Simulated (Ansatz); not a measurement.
## Polymorphs of Sn5H

Theory: DFT PBE, scalar-relativistic, plane waves, PAW in Ansatz. All cells share a 420 eV cutoff and Γ-centred k meshes spaced at most about 0.3 Å⁻¹ (about 0.25 or finer for metals, 2π included). No spin polarisation.

The zero of energy is the elements' standard structures at the same level (H₂ as a molecule); no fitted shifts are applied. The references include grey tin.

All energies are static (0 K, no zero-point motion). Only the structures computed here compete, so a lower one can exist. The k mesh leaves some 4 meV/atom of noise in the energy of each metallic cell. No dispersion correction is applied, so the spacing and binding between layers, chains or molecules are poorly described (P-3m1), and this can change margins and order among such cells. Kohn–Sham gaps at this level usually fall short of measured ones. With hydrogen, zero-point motion can shift formation energies by some tens of meV/atom.

Invented guesses were relaxed alike, and ends that match in structure were merged. ΔE counts from the first row. Coordination counts Sn atoms around H (those within 1.25 times the shortest such distance or 1.15 times the sum of covalent radii, 1.27 where that leaves under three; a plus sign parts nearer from farther groups; the shortest distance is added where it exceeds 1.18 times the sum of covalent radii). The ends were matched against large subsets of the Crystallography Open Database and the Materials Project, so a missing match doesn't prove that a structure is unreported.

```csv
#,reached from,type and space group,atoms,Å³/atom,coordination,ΔE (meV/atom),gap on mesh (eV),in databases
1,a cell proposed by chemical analogy,P-3m1 (No. 164),12,33.4,H 1,0,0.09,no match
2,a cell proposed by chemical analogy,R3m (No. 160),6,24.9,H 1,115,0.00,no match
3,random cell,R-3m (No. 166),6,24.1,H 2,119,0.00,no match
4,a cell proposed by chemical analogy,I4/mmm (No. 139),6,23.9,H 6,144,0.00,no match
5,a cell proposed by chemical analogy,P-6m2 (No. 187),6,24.4,H 6 from 2.5 Å,151,0.00,no match
6,a cell proposed by chemical analogy,R-3m (No. 166),6,23.8,H 6 from 2.5 Å,152,0.00,no match
7,HfBe5 type (P6/mmm),"CaCu5, P6/mmm (No. 191)",6,29.4,H 6+12 from 3.5 Å,448,0.00,no match
8,HfNi5 type (F-43m),F-43m (No. 216),6,27.7,H 16 from 3.6 Å,465,0.00,no match
9,random cell,P6/mmm (No. 191),6,45.2,H 12+12 from 5.3 Å,736,0.00,no match
```

The lowest: Space group P-3m1 (No. 164), trigonal, a = 4.710 Å, c = 20.851 Å. Sn on its first site is surrounded by 1 H at 1.75 Å and 3 Sn at 2.86 Å; around Sn on its second site lie 4 Sn at 2.87–2.88 Å; Sn on its third site is surrounded by 4 Sn at 2.86–2.87 Å; Sn on its fourth site has 4 Sn at 2.87–2.88 Å; around H lies 1 Sn at 1.75 Å; 1 more site not described. Its energy over the elements is +0.075 eV/atom. It can't be a ground state, since the elements alone are lower. An observed structure of this formula, if there is one, may be missing.

```cif
data_structure
_symmetry_space_group_name_H-M 'P-3m1'
_symmetry_Int_Tables_number 164
_cell_length_a 4.7104
_cell_length_b 4.7104
_cell_length_c 20.8509
_cell_angle_alpha 90.000
_cell_angle_beta 90.000
_cell_angle_gamma 120.000
_cell_volume 400.65
loop_
_atom_site_label
_atom_site_type_symbol
_atom_site_symmetry_multiplicity
_atom_site_Wyckoff_symbol
_atom_site_fract_x
_atom_site_fract_y
_atom_site_fract_z
_atom_site_occupancy
Sn1 Sn 2 d 0.66667 0.33333 0.38721 1
Sn2 Sn 2 c 0.00000 0.00000 0.79340 1
Sn3 Sn 2 c 0.00000 0.00000 0.65598 1
Sn4 Sn 2 d 0.66667 0.33333 0.83925 1
Sn5 Sn 2 d 0.33333 0.66667 0.02292 1
H1 H 2 d 0.66667 0.33333 0.47093 1
```

The second: Space group R3m (No. 160), trigonal, a = 3.336 Å, c = 46.558 Å. Around Sn on its first site lie 3 H at 2.77 Å and 9 Sn at 3.34–3.43 Å; Sn on its second site is surrounded by 1 H at 1.87 Å, 6 Sn at 3.34 Å and 3 Sn at 3.67 Å; around Sn on its third site lie 9 Sn at 3.34–3.42 Å and 3 Sn at 3.67 Å; H is surrounded by 1 Sn at 1.87 Å and 3 Sn at 2.77 Å; 2 more sites not described. Counting Sn atoms around H, the first and the second both have H 1. Cells relaxed within their symmetry can be saddle points.

```cif
data_structure
_symmetry_space_group_name_H-M 'R3m:H'
_symmetry_Int_Tables_number 160
_cell_length_a 3.3361
_cell_length_b 3.3361
_cell_length_c 46.5580
_cell_angle_alpha 90.000
_cell_angle_beta 90.000
_cell_angle_gamma 120.000
_cell_volume 448.74
loop_
_atom_site_label
_atom_site_type_symbol
_atom_site_symmetry_multiplicity
_atom_site_Wyckoff_symbol
_atom_site_fract_x
_atom_site_fract_y
_atom_site_fract_z
_atom_site_occupancy
Sn1 Sn 3 a 0.33333 0.66667 0.25399 1
Sn2 Sn 3 a 0.00000 0.00000 0.00379 1
Sn3 Sn 3 a 0.33333 0.66667 0.07087 1
Sn4 Sn 3 a 0.66667 0.33333 0.13154 1
Sn5 Sn 3 a 0.00000 0.00000 0.19293 1
H1 H 3 a 0.66667 0.33333 0.29688 1
```

Some structure types and database cells were kept out of the candidates from the start, so a known form may be missing.
